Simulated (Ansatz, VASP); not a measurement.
## One calculation of GaSb, two programs

Contents of INCAR:

```
SYSTEM = GaSb
ALGO = Fast
EDIFF = 1E-7
ENCUT = 520
GGA = PS
ISIF = 2
ISMEAR = 0
LASPH = .TRUE.
LCHARG = .FALSE.
LREAL = .FALSE.
LWAVE = .FALSE.
NBANDS = 16
NELM = 100
PREC = Accurate
SIGMA = 0.1
```

KPOINTS

```
k-points
0
G
  16 16 16
  0 0 0
```

The input POSCAR:

```
GaSb
1.0
   -2.6601201217      2.6601201217      1.5367979398
    2.6601201217     -2.6601201217      1.5367979398
    2.6601201217      2.6601201217     -1.5367979398
Ga Sb
1 1
Direct
    0.2500000000      0.7500000000      0.5000000000
    0.0000000000      0.0000000000      0.0000000000
```

Input for Ansatz:

```yaml
crystal:
  lattice:
    - [-2.6601201217, 2.6601201217, 1.5367979398]
    - [2.6601201217, -2.6601201217, 1.5367979398]
    - [2.6601201217, 2.6601201217, -1.5367979398]
  atoms:
    - { symbol: Ga, position: [0.25, 0.75, 0.5] }
    - { symbol: Sb, position: [0.0, 0.0, 0.0] }
basis:
  ecutwfc: 420
kpoints:
  mp_grid: { grid: [16, 16, 16] }
hamiltonian:
  xc: pbesol
scf:
  occupations: { method: gaussian, width: 0.1 }
output:
  forces: true
  stress: true
  eigenvalues: true
```

Alike in both runs: task single point; functional PBEsol; k mesh 16 × 16 × 16; occupations gaussian, width 0.1 eV; no spin polarisation.

```csv
,VASP,Ansatz
version,VASP 6.6.1,Ansatz 0.2.0
potentials or method,"VASP PAW PBE potentials, release 64 (Ga_d, Sb)","scalar-relativistic, plane waves, PAW"
plane-wave cutoff (eV),520,420
valence electrons in the cell,18,28
```

Ansatz gave:

| Property | Result |
| --- | --- |
| gap on the k mesh at the Fermi level (eV) | none |
| pressure (GPa) | 3.4 |
| largest component of the traceless stress (GPa) | 0.85 |

Task: Estimate VASP's values.

Result: gap on the k mesh at the Fermi level (eV): none; pressure (GPa): 3.6; largest component of the traceless stress (GPa): 0.86.

A gap of «none» marks a metal or a gap that the smearing closes. The two sets of potentials don't hold the same shells in valence.

Caveats: the PAW data sets were made with another functional, which shifts forces and pressure a little (VASP). Spin-orbit coupling is left out, which matters for the levels of Sb.
